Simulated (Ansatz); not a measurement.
# CdTe (zincblende): how the settings move a single-point run

How sensitive is a single-point run of CdTe (zincblende) to its settings? A reference run comes first, then five runs with altered input.

Computed with Ansatz 0.2.0 (reference: DFT PBE, scalar-relativistic, plane waves, PAW, unless a step's input says otherwise).

1 further run of the same task is left out (it didn't finish). Runs told in other sessions of the task aren't counted.

**1. The starting structure**

Symmetry: F-43m, No. 216, cubic system. The conventional cell has a = 6.618 Å, b = 6.618 Å, c = 6.618 Å, α = 90.00°, β = 90.00°, γ = 90.00°. Around Cd (site symmetry -43m) lie 4 Te at 2.87 Å. Te (site symmetry -43m) has 4 Cd at 2.87 Å in its first shell of neighbours.

As a file:

```
Cd Te
1.0
     0.00000    3.30909    3.30909
     3.30909    0.00000    3.30909
     3.30909    3.30909    0.00000
Cd Te
1 1
Direct
  0.00000 0.00000 0.00000
  0.25000 0.25000 0.25000
```

**2. Reference**

input.yaml

```yaml
crystal:
  lattice:
    - [0.0, 3.3090893088, 3.3090893088]
    - [3.3090893088, 0.0, 3.3090893088]
    - [3.3090893088, 3.3090893088, 0.0]
  atoms:
    - { symbol: Cd, position: [0.0, 0.0, 0.0] }
    - { symbol: Te, position: [0.25, 0.25, 0.25] }
basis:
  ecutwfc: 420
  ecutrho_ratio: 4
kpoints:
  mp_grid: { grid: [10, 10, 10] }
hamiltonian:
  xc: pbe
scf:
  occupations: { method: gaussian, width: 0.05 }
output:
  forces: true
  stress: true
  eigenvalues: true
```

On the command line:

```bash
$ ansatz run input.yaml --threads 2 --pin off --max-ram 2662MiB --backend cpu --events-out ev --progress --plain --runs-dir out
```

**3. Changed: lower_state_search light, chi_scale 0.3**

input.yaml: that of step 2 with these lines changed.

```diff
@@ -17,2 +17,4 @@
   occupations: { method: gaussian, width: 0.05 }
+  lower_state_search: light
+  initial_density: { chi_scale: 0.3 }
 output:
@@ -20,2 +22,5 @@
   stress: true
-  eigenvalues: true
+  write_density: true
+  write_potential: true
+  elf: true
+  volumetric_format: npy
```

**4. Changed: mp_grid.grid [3, 3, 3], occupations.method fermi_dirac, occupations.width 0.15**

input.yaml: that of step 2 with these lines changed.

```diff
@@ -12,3 +12,3 @@
 kpoints:
-  mp_grid: { grid: [10, 10, 10] }
+  mp_grid: { grid: [3, 3, 3] }
 hamiltonian:
@@ -16,3 +16,3 @@
 scf:
-  occupations: { method: gaussian, width: 0.05 }
+  occupations: { method: fermi_dirac, width: 0.15 }
 output:
@@ -20,2 +20 @@
   stress: true
-  eigenvalues: true
```

**5. Variant: n_extra_bands 16**

input.yaml: that of step 2 with these lines changed.

```diff
@@ -17,2 +17,3 @@
   occupations: { method: gaussian, width: 0.05 }
+  n_extra_bands: 16
 output:
@@ -20,2 +21 @@
   stress: true
-  eigenvalues: true
```

**6. Variant: symmetry.detect false, dr2_threshold 1.0e-08, mixing.algorithm broyden, mixing.beta 0.9**

input.yaml: that of step 2 with these lines changed.

```diff
@@ -8,2 +8,3 @@
     - { symbol: Te, position: [0.25, 0.25, 0.25] }
+  symmetry: { detect: false }
 basis:
@@ -17,2 +18,4 @@
   occupations: { method: gaussian, width: 0.05 }
+  convergence: { dr2_threshold: 1.0e-08 }
+  mixing: { algorithm: broyden, beta: 0.9 }
 output:
@@ -20,2 +23 @@
   stress: true
-  eigenvalues: true
```

**7. Variant: mixing.algorithm broyden, mixing.beta 0.2**

input.yaml: that of step 2 with these lines changed.

```diff
@@ -17,2 +17,3 @@
   occupations: { method: gaussian, width: 0.05 }
+  mixing: { algorithm: broyden, beta: 0.2 }
 output:
@@ -20,2 +21 @@
   stress: true
-  eigenvalues: true
```

Q: Predict the outcome of this session. Wanted: for each run, ending; energy change; pressure; gap; force.

**Answer**, as computed:

| run | ending | energy change | pressure (GPa) | gap (eV) | force (eV/Å) | cycles | time |
| --- | --- | --- | --- | --- | --- | --- | --- |
| reference | converged | 0 | 0.0 | 0.59 | 0.00 | 6 | 3.6 s |
| 1: lower_state_search light, chi_scale 0.3 | converged | 0.0 meV/atom | 0.0 | 0.59 | 0.00 | 7 | 5.7 s |
| 2: mp_grid.grid [3, 3, 3], occupations.method fermi_dirac, occupations.width 0.15 | converged | +115.4 meV/atom (σ→0) | 0.8 | 0.55 | 0.00 | 6 | 0.54 s |
| 3: n_extra_bands 16 | converged | 0.0 meV/atom | 0.0 | 0.59 | 0.00 | 6 | 4 s |
| 4: symmetry.detect false, dr2_threshold 1.0e-08, mixing.algorithm broyden, mixing.beta 0.9 | converged | 0.0 meV/atom | 0.0 | 0.59 | 0.00 | 6 | 36 s |
| 5: mixing.algorithm broyden, mixing.beta 0.2 | converged | 0.0 meV/atom | 0.0 | 0.59 | 0.00 | 7 | 3.4 s |

Times don't compare one to one where runs were asked for different outputs or read a saved state (see the inputs); cycles may leave out searches for a lower state.

Residual by cycle in the longest SCF loop of each run; runs are numbered as in the table. The quantity is the density residual dr2, in eV.

| cycle | reference | run 1 | run 2 | run 3 | run 4 | run 5 |
| --- | --- | --- | --- | --- | --- | --- |
| 1 | 0.00412 | 5.48 | 0.00116 | 0.00412 | 0.00412 | 0.00412 |
| 2 | 2.2e-4 | 0.66 | 1.1e-4 | 1.9e-4 | 0.00391 | 0.00153 |
| 3 | 3.1e-5 | 0.0248 | 2.6e-5 | 3.1e-5 | 1.8e-4 | 7.9e-5 |
| 4 | 8.4e-6 | 0.00424 | 4.4e-6 | 8.5e-6 | 8.2e-6 | 3.0e-5 |
| 5 | 5.5e-7 | 8.7e-5 | 1.5e-7 | 5.6e-7 | 1.2e-7 | 4.7e-6 |
| 6 | 9.4e-9 | 3.2e-6 | 4.6e-9 | 8.8e-9 | 5.4e-9 | 3.6e-7 |
| 7 | - | 1.0e-7 | - | - | - | 7.3e-8 |

**Reading.** The gap of the reference lacks spin-orbit coupling, though the cell holds Te.

The gaps are Kohn-Sham values of a semilocal functional, not quasiparticle or optical gaps. Such gaps usually fall short of the measured ones; spin-orbit coupling, left out here, narrows gaps with Te, so the two errors partly cancel.
